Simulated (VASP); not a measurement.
# InSb (F-43m) in VASP: relaxation of cell and atoms with r2SCAN

Aim: the relaxation of cell and atoms of InSb with r2SCAN.

All numbers are computed with VASP 6.6.1; they aren't measurements. Logs are shortened: lines on timing, memory, paths and dates and some standing lists are left out, and cuts for length are marked.

### 1 The crystal as given

It takes space group F-43m (No. 216, cubic). The conventional cell has a = 6.478 Å, b = 6.478 Å, c = 6.478 Å, α = 90.00°, β = 90.00°, γ = 90.00°. In (site symmetry -43m) is surrounded by 4 Sb at 2.81 Å. Around Sb (site symmetry -43m) lie 4 In at 2.81 Å.

### 2 Relaxation of cell and atoms, r2SCAN

Input file INCAR:

```
PREC = Accurate
ENCUT = 600
EDIFF = 1E-7
ISMEAR = 0
SIGMA = 0.02
LREAL = False
LASPH = True
NELM = 60
ALGO = Normal
ISIF = 3
LWAVE = False
LCHARG = False
METAGGA = R2SCAN
LMIXTAU = True
IBRION = 2
NSW = 80
EDIFFG = -0.004
```

Input file KPOINTS:

```
regular mesh
0
Gamma
  8 8 8
```

Input file POSCAR:

```
InSb
1.0
    0.0000000000      3.2391000000      3.2391000000
    3.2391000000      0.0000000000      3.2391000000
    3.2391000000      3.2391000000      0.0000000000
In Sb
1 1
Direct
    0.0000000000      0.0000000000      0.0000000000
    0.2500000000      0.2500000000      0.2500000000
```

Potentials or basis: VASP PAW PBE potentials, release 64 (In_d, Sb).

The run is started by

```console
> cat potpaw_PBE.64/In_d/POTCAR potpaw_PBE.64/Sb/POTCAR > POTCAR
> mpirun -np 1 vasp_std > vasp.out
```

OUTCAR:

```text
PREC = Accurate
   ENCUT = 600
   EDIFF = 1E-7
   ISMEAR = 0
   LREAL = False
   LASPH = True
   NELM = 60
   ISIF = 3
   METAGGA = R2SCAN
   IBRION = 2
   NSW = 80
   EDIFFG = -0.004

 ion  position               nearest neighbor table
   1  0.000  0.000  0.000-   2 2.81   2 2.81   2 2.81   2 2.81
   2  0.250  0.250  0.250-   1 2.81   1 2.81   1 2.81   1 2.81

  LATTYP: Found a face centered cubic cell.
 ALAT       =     6.4782000000

  Lattice vectors:

 A1 = (   0.0000000000,   3.2391000000,   3.2391000000)
 A2 = (   3.2391000000,   0.0000000000,   3.2391000000)
 A3 = (   3.2391000000,   3.2391000000,   0.0000000000)

Analysis of symmetry for initial positions (statically):
=====================================================================
 Subroutine PRICEL returns:
 Original cell was already a primitive cell.

 Routine SETGRP: Setting up the symmetry group for a
 face centered cubic supercell.

 Subroutine GETGRP returns: Found 24 space group operations
 (whereof 24 operations were pure point group operations)
 out of a pool of 48 trial point group operations.

The static configuration has the point symmetry T_d .

Analysis of symmetry for dynamics (positions and initial velocities):
=====================================================================
 Subroutine PRICEL returns:
 Original cell was already a primitive cell.

 Routine SETGRP: Setting up the symmetry group for a
 face centered cubic supercell.

 Subroutine GETGRP returns: Found 24 space group operations
 (whereof 24 operations were pure point group operations)
 out of a pool of 48 trial point group operations.

The dynamic configuration has the point symmetry T_d .

 Subroutine INISYM returns: Found 24 space group operations
 (whereof 24 operations are pure point group operations),
 and found     1 'primitive' translations

----------------------------------------------------------------------------------------

                                     Primitive cell

  volume of cell :      67.9678

  direct lattice vectors                    reciprocal lattice vectors
     0.000000000  3.239100000  3.239100000    -0.154363867  0.154363867  0.154363867
     3.239100000  0.000000000  3.239100000     0.154363867 -0.154363867  0.154363867
     3.239100000  3.239100000  0.000000000     0.154363867  0.154363867 -0.154363867

  length of vectors
     4.580779150  4.580779150  4.580779150     0.267366060  0.267366060  0.267366060

  position of ions in fractional coordinates (direct lattice)
     0.000000000  0.000000000  0.000000000
     0.250000000  0.250000000  0.250000000

  ion indices of the primitive-cell ions
   primitive index   ion index
                 1           1
                 2           2

----------------------------------------------------------------------------------------

 KPOINTS: regular mesh

Automatic generation of k-mesh.
 Grid dimensions read from file:
 generate k-points for:    8    8    8

 Generating k-lattice:

  Cartesian coordinates                     Fractional coordinates (reciprocal lattice)
    -0.019295483  0.019295483  0.019295483     0.125000000  0.000000000  0.000000000
     0.019295483 -0.019295483  0.019295483     0.000000000  0.125000000  0.000000000
     0.019295483  0.019295483 -0.019295483     0.000000000  0.000000000  0.125000000

  Length of vectors
     0.033420757  0.033420757  0.033420757

  Shift w.r.t. Gamma in fractional coordinates (k-lattice)
     0.000000000  0.000000000  0.000000000

 Subroutine IBZKPT returns following result:
 ===========================================

 Found     29 irreducible k-points:

 Following reciprocal coordinates:
            Coordinates               Weight
  0.000000  0.000000  0.000000      1.000000
  0.125000  0.000000  0.000000      8.000000
  0.250000  0.000000  0.000000      8.000000
  0.375000  0.000000  0.000000      8.000000
  0.500000  0.000000  0.000000      4.000000
  0.125000  0.125000  0.000000      6.000000
[... 16 lines left out ...]
  0.500000  0.250000  0.125000     48.000000
 -0.375000  0.250000  0.125000     24.000000
 [... further k-points ...]
   k-points           NKPTS =     29   k-points in BZ     NKDIM =     29   number of bands    NBANDS=     13
   number of dos      NEDOS =    301   number of ions     NIONS =      2
   total plane-waves  NPLWV =  64000
   dimension x,y,z NGX =    40 NGY =   40 NGZ =   40
   dimension x,y,z NGXF=    80 NGYF=   80 NGZF=   80
   ions per type =               1   1
   NGX,Y,Z   is equivalent  to a cutoff of  14.52, 14.52, 14.52 a.u.
   NGXF,Y,Z  is equivalent  to a cutoff of  29.03, 29.03, 29.03 a.u.
 SYSTEM =  unknown system
   PREC   = accura    normal or accurate (medium, high low for compatibility)
   ISTART =      0    job   : 0-new  1-cont  2-samecut
   ICHARG =      2    charge: 1-file 2-atom 10-const
   ISPIN  =      1    spin polarized calculation?
   LNONCOLLINEAR =      F non collinear calculations
   LSORBIT =      F    spin-orbit coupling
   LASPH  =      T    aspherical Exc in radial PAW
   ENCUT  =  600.0 eV  44.10 Ry    6.64 a.u.   9.15  9.15  9.15*2*pi/ulx,y,z
   NELM   =     60;   NELMIN=  2; NELMDL= -5     # of ELM steps
   EDIFF  = 0.1E-06   stopping-criterion for ELM
   LREAL  =      F    real-space projection
   EDIFFG = -.4E-02   stopping-criterion for IOM
   NSW    =     80    number of steps for IOM
   IBRION =      2    ionic relax: 0-MD 1-quasi-New 2-CG
   NFREE  =      1    steps in history (QN), initial steepest desc. (CG)
   ISIF   =      3    stress and relaxation
   ISYM   =      2    0-nonsym 1-usesym 2-fastsym
   POTIM  = 0.5000    time-step for ionic-motion
   TEBEG  =    0.0;   TEEND  =   0.0 temperature during run
   PSTRESS=    0.0 pullay stress
   NELECT =      18.0000    total number of electrons
   NUPDOWN=      -1.0000    fix difference up-down
   EMIN   =  10.00;   EMAX   =-10.00  energy-range for DOS
   EFERMI =   0.00;   METHOD = LEGACY
   ISMEAR =     0;   SIGMA  =   0.02  broadening in eV -4-tet -1-fermi 0-gaus
   EFERMI_NEDOS =   21; number of points for ismear=-14 and -15
   IALGO  =     38    algorithm
   IMIX   =      4    mixing-type and parameters
     AMIX     =   0.40;   BMIX     =  1.00
     AMIX_MAG =   1.60;   BMIX_MAG =  1.00
  volume/ion in A,a.u.               =      33.98       229.33
  Fermi-wavevector in a.u.,A,eV,Ry     =   1.051311  1.986690 15.037912  1.105255
  Thomas-Fermi vector in A             =   2.186349
   LORBIT       =      0    0 simple, 1 ext, 2 COOP (PROOUT), +10 PAW based schemes
   METAGGA = R2SCAN    functional components
   LHFCALC =     F    Hartree Fock is set to
   AEXX    =    0.0000 exact exchange contribution
   IVDW    =     0    specifies the selected vdW correction
   LEPSILON=     F    determine dielectric tensor
   LRPA    =     F    only Hartree local field effects (RPA)
 conjugate gradient relaxation of ions
 non-spin polarized calculation
 Gauss-broadening in eV      SIGMA  =   0.02
  energy-cutoff  :      600.00
  volume of cell :       67.97
 maximum number of plane-waves:      2280
 NGX is ok and might be reduce to    40
   NGX = 19   NGY = 19   NGZ = 19

--------------------------------------- Ionic step        1  -------------------------------------------

 number of electron      18.0000001 magnetization

 Free energy of the ion-electron system (eV)
  ---------------------------------------------------
  ext. energy  EPLUGINS =         0.00000000
  ---------------------------------------------------
  free energy    TOTEN  =       -48.75234569 eV

  energy without entropy =      -48.75234569  energy(sigma->0) =      -48.75234569

 E-fermi :   5.0506     XC(G=0):  -9.2441

 val. band max:        4.9275004418   @ k =   0.0000   0.0000   0.0000
 cond. band min:       5.1686336091   @ k =   0.0000   0.0000   0.0000
 fundamental gap:      0.2411331673
 Fermi energy:         5.0506065192

 k-point     1 :       0.0000    0.0000    0.0000
  band No.  band energies     occupation
      1     -10.1711      2.00000
      2     -10.1711      2.00000
      3     -10.1711      2.00000
      4     -10.0690      2.00000
      5     -10.0690      2.00000
      6      -6.1973      2.00000
      7       4.9275      2.00000
      8       4.9275      2.00000
      9       4.9275      2.00000
     10       5.1686      0.00000
     11       8.1429      0.00000
     12       8.1429      0.00000
     13       8.1429      0.00000

 k-point     2 :       0.1250    0.0000    0.0000
  band No.  band energies     occupation
      1     -10.1789      2.00000
      2     -10.1676      2.00000
      3     -10.1676      2.00000
      4     -10.0693      2.00000
      5     -10.0693      2.00000
      6      -6.0472      2.00000
      7       3.1516      2.00000
      8       4.7123      2.00000
      9       4.7123      2.00000
     10       6.1693      0.00000
     11       8.4423      0.00000
[... 412 lines left out ...]
 POSITION                                       TOTAL-FORCE (eV/Angst)
 -----------------------------------------------------------------------------------
      6.59150      6.59150      6.59150        -0.000000      0.000000      0.000000
      1.64788      1.64788      1.64788         0.000000     -0.000000     -0.000000
 -----------------------------------------------------------------------------------
    total drift:                               -0.000001     -0.000001     -0.000001

  FREE ENERGIE OF THE ION-ELECTRON SYSTEM (eV)
  ---------------------------------------------------
  free  energy   TOTEN  =       -48.7627916497 eV

  energy  without entropy=      -48.7627313910  energy(sigma->0) =      -48.76276152

--------------------------------------- Ionic step        3  -------------------------------------------

 number of electron      17.9999998 magnetization

 Free energy of the ion-electron system (eV)
  ---------------------------------------------------
  ext. energy  EPLUGINS =         0.00000000
  ---------------------------------------------------
  free energy    TOTEN  =       -48.76503312 eV

  energy without entropy =      -48.76497733  energy(sigma->0) =      -48.76500522

 E-fermi :   4.5650     XC(G=0):  -9.0827

 val. band max:        4.5489820495   @ k =   0.0000   0.0000   0.0000
 cond. band min:       4.5692108583   @ k =   0.0000   0.0000   0.0000
 fundamental gap:      0.0202288088
 Fermi energy:         4.5650419719

 k-point     1 :       0.0000    0.0000    0.0000
  band No.  band energies     occupation
      1     -10.4763      2.00000
      2     -10.4763      2.00000
      3     -10.4763      2.00000
      4     -10.3850      2.00000
      5     -10.3850      2.00000
      6      -6.3423      2.00000
      7       4.5490      1.74398
      8       4.5490      1.74398
      9       4.5490      1.74388
     10       4.5692      0.76816
     11       7.7701      0.00000
     12       7.7701      0.00000
     13       7.7702      0.00000

 k-point     2 :       0.1250    0.0000    0.0000
  band No.  band energies     occupation
      1     -10.4829      2.00000
      2     -10.4732      2.00000
      3     -10.4732      2.00000
      4     -10.3852      2.00000
      5     -10.3852      2.00000
      6      -6.2001      2.00000
      7       2.7530      2.00000
      8       4.3475      2.00000
      9       4.3475      2.00000
     10       5.6589      0.00000
     11       8.0550      0.00000
[... 376 lines left out ...]
 POSITION                                       TOTAL-FORCE (eV/Angst)
 -----------------------------------------------------------------------------------
      0.00000      0.00000      0.00000         0.000000      0.000000      0.000000
      1.63913      1.63913      1.63913        -0.000000     -0.000000     -0.000000
 -----------------------------------------------------------------------------------
    total drift:                               -0.000001     -0.000001     -0.000001

  FREE ENERGIE OF THE ION-ELECTRON SYSTEM (eV)
  ---------------------------------------------------
  free  energy   TOTEN  =       -48.7650331194 eV

  energy  without entropy=      -48.7649773288  energy(sigma->0) =      -48.76500522

 reached required accuracy - stopping structural energy minimisation
```

It took 5.8 min on 1 thread of Intel Xeon Platinum 8559C (Emerald Rapids), shared host; peak memory 0.27 GiB.

Results:

| Item | Value |
| --- | --- |
| Free energy | -48.7650 eV |
| Relaxed volume | 35.23 Å³/atom |
| Relaxed cell | a = 4.636 Å, b = 4.636 Å, c = 4.636 Å, α = 60.00°, β = 60.00°, γ = 60.00° |
| Space group after relaxing (to 0.05 Å) | F-43m (No. 216) |
| Energy gained by relaxing | 6.3 meV/atom |
| Ionic steps | 3 |
| Pressure after relaxing | 0.0 GPa |
| Band gap on the k mesh | 0.02 eV, direct |

Step by step:
```
step  energy change (eV)  largest force (eV/Å)  pressure (GPa)  volume (Å³)
   1              0.0000                0.0000            1.71        67.97
   2             -0.0104                0.0000           -0.64        71.60
   3             -0.0127                0.0000            0.01        70.46
```

Final structure:
```xyz
2
Lattice="0.0000 3.2783 3.2783 3.2783 0.0000 3.2783 3.2783 3.2783 0.0000" Properties=species:S:1:pos:R:3 pbc="T T T"
In    0.0000    0.0000    0.0000
Sb    1.6391    1.6391    1.6391
```

Caveat: the PAW data sets were made with another functional, which shifts forces and pressure a little; spin-orbit coupling is left out, which moves the levels of the heavy elements. Zero-point motion and thermal expansion aren't in these numbers.
